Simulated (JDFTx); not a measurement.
# Al under changes of volume

One of the cells (16.603 Å³/atom); the others are scaled copies at fixed shape and fractional positions:

```
CELL_PARAMETERS angstrom
0.00000 2.02481 2.02481
2.02481 0.00000 2.02481
2.02481 2.02481 0.00000
ATOMIC_POSITIONS crystal
Al 0.00000 0.00000 0.00000
```

| Property | Result |
| --- | --- |
| Program | JDFTx 1.7.0 (patched build) |
| Functional | r2SCAN |
| Potentials or basis | SG15-PBE-1.2 |
| Cutoff | 1088 eV |
| Density cutoff | 4354 eV |
| k mesh | 11 × 11 × 11 |
| Occupations | fermi-dirac, width 0.05 eV |
| Spin | no spin polarisation |

| volume (Å³/atom) | energy over the lowest point (meV/atom) | pressure (GPa) |
| --- | --- | --- |
| 15.607 | ? | ? |
| 15.939 | 1.66 | 1.7 |
| 16.271 | 0.00 | -0.2 |
| 16.603 | 2.09 | -1.9 |
| 16.935 | 7.56 | -3.4 |
| 17.267 | 16.03 | -4.8 |
| 17.599 | 27.19 | -6.0 |

**Question.** What does the run at 15.607 Å³/atom give?

**Answer.** Energy over the lowest point 7.47 meV/atom; pressure 3.8 GPa.

Worked out: A Birch-Murnaghan fit of order 3 (a polynomial in V^(-2/3)) to the other rows has its minimum at 16.25 Å³/atom with B0 = V·E''(V) = 90 GPa and B' = 4.5. It gives 7.54 meV/atom at 15.607 Å³/atom, against the run's 7.47, and -dE/dV = 3.9 GPa, against 3.8.

Energies are extrapolated to zero smearing.

Caveats: the potentials were made for another functional, which shifts forces and pressure.
